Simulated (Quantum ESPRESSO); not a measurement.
# FeO (Wuestite) under changes of volume

One of the cells (10.013 Å³/atom); the others are scaled copies at fixed shape and fractional positions:

```
Fe O
1.0
     0.00000    2.15540    2.15540
     2.15540    0.00000    2.15540
     2.15540    2.15540    0.00000
Fe O
1 1
Direct
  0.00000 0.00000 0.00000
  0.50000 0.50000 0.50000
```

| Quantity | Value |
| --- | --- |
| Program | Quantum ESPRESSO 7.5 |
| Functional | PBE |
| Potentials or basis | SSSP 1.3 efficiency PBE |
| Cutoff | 871 eV |
| Density cutoff | 10640 eV |
| k mesh | 11 × 11 × 11 |
| Occupations | fermi-dirac, width 0.05 eV |
| Spin | collinear spin, ferromagnetic start |
| Starting moments | [3.0, 0.0] μB |

```csv
volume (Å³/atom),energy over the lowest point (meV/atom),pressure (GPa)
9.413,25.82,11.9
9.613,11.55,7.1
9.813,3.15,2.7
10.013,0.00,-1.2
10.214,1.59,-4.7
10.414,?,?
10.614,16.83,-10.7
```

Problem. What does the run at 10.414 Å³/atom give?

Solution. Energy over the lowest point 7.32 meV/atom; pressure -7.9 GPa.

Worked out: A Birch-Murnaghan fit of order 3 (a polynomial in V^(-2/3)) to the other rows has its minimum at 10.04 Å³/atom with B0 = V·E''(V) = 185 GPa and B' = 4.7. It gives 7.34 meV/atom at 10.414 Å³/atom, against the run's 7.32, and -dE/dV = -6.2 GPa, against -7.9.

Energies are extrapolated to zero smearing.

Caveats: a cell with one magnetic atom can't hold antiferromagnetic order, which such compounds often take.
